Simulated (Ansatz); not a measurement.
# W: properties at the relaxed cell

An exercise on one series of results from a longer session: the logs are not shown, and one member is left open.

Program: Ansatz 0.2.0. Level of theory: DFT r2SCAN, scalar-relativistic, plane waves, PAW. These are calculated values, not measurements.

1 further run of the same task is left out (set aside as unsound or not needed).

### The system as given

Symmetry: Im-3m, No. 229, cubic system. Conventional cell: a = 3.168 Å, b = 3.168 Å, c = 3.168 Å, α = 90.00°, β = 90.00°, γ = 90.00°. W (site symmetry m-3m) is surrounded by 8 W at 2.74 Å.

As a file:

```
W
1.0
    -1.58422    1.58422    1.58422
     1.58422   -1.58422    1.58422
     1.58422    1.58422   -1.58422
W
1
Direct
  0.00000 0.00000 0.00000
```

It is the result of an earlier relaxation at this level (volume 15.90 Å³/atom; gap on the mesh: none (metal)).

The first run:

input.yaml reads:

```yaml
crystal:
  lattice:
    - [-1.5842204934, 1.5842204934, 1.5842204934]
    - [1.5842204934, -1.5842204934, 1.5842204934]
    - [1.5842204934, 1.5842204934, -1.5842204934]
  atoms:
    - { symbol: W, position: [0.0, 0.0, 0.0] }
basis:
  ecutwfc: 500
kpoints:
  mp_grid: { grid: [18, 18, 18] }
  band_path:
    path:
      - [[0.0, 0.0, 0.0], [0.5, -0.5, 0.5], [0.0, 0.0, 0.5], [0.0, 0.0, 0.0], [0.25, 0.25, 0.25], [0.5, -0.5, 0.5]]
      - [[0.25, 0.25, 0.25], [0.0, 0.0, 0.5]]
    npoints: 14
hamiltonian:
  xc: r2scan
scf:
  occupations: { method: gaussian, width: 0.1 }
  n_extra_bands: 6
output:
  forces: true
  stress: true
  eigenvalues: true
  populations: true
  dos: { projected: true, de: 0.02, nscf_kmesh: { grid: [27, 27, 27] } }
  bader: true
  write_density: true
  write_potential: true
  elf: true
  volumetric_format: npy
```

The run is started by

```bash
$ ansatz run input.yaml --threads 1 --pin off --max-ram 2560MiB --backend cpu --events-out ev --progress --plain --runs-dir out
```

Steps of the session up to this table: Static run: bands, density of states and charges; The cell as listed, for comparison; The cell scaled to 0.97 of its volume; Point at V/V0 = 1.03; Volume × 0.94; Point at V/V0 = 1.06; Volume × 0.91; Volume × 1.10; The cell scaled to 0.88 of its volume.

One table of the session follows, with a row left open; its other results are not shown here.

It belongs to the step «Equation of state». 

```
volume (Å³/atom)  energy above the lowest point (meV/atom)  pressure (GPa)
          13.996                                     285.6           53.34
          14.473                                     151.7           36.92
          14.950                                      63.5           22.63
          15.427                                      14.9           10.39
          15.904                                       0.0           -0.02
          16.381                                      13.7           -8.83
          16.858                                         ?               ?
          17.494                                     133.5          -24.74
```

Q: Estimate the row for volume (Å³/atom) = 16.858 from the others.

Worked estimate for «energy above the lowest point (meV/atom)». A straight line through the neighbours (16.381, 13.7) and (17.494, 133.5) gives 13.7 + (133.5 − 13.7) × (16.858 − 16.381) / (17.494 − 16.381) = 65.0; a parabola fitted to 3 rows on both sides gives 50.0.

As computed: energy above the lowest point (meV/atom): 51.5; pressure (GPa): -16.33. In «energy above the lowest point (meV/atom)» the line misses by +13.5 and the parabola by -1.5.

Caveats from the session: The projections leave out shells that the potentials don't hold, such as empty d states.
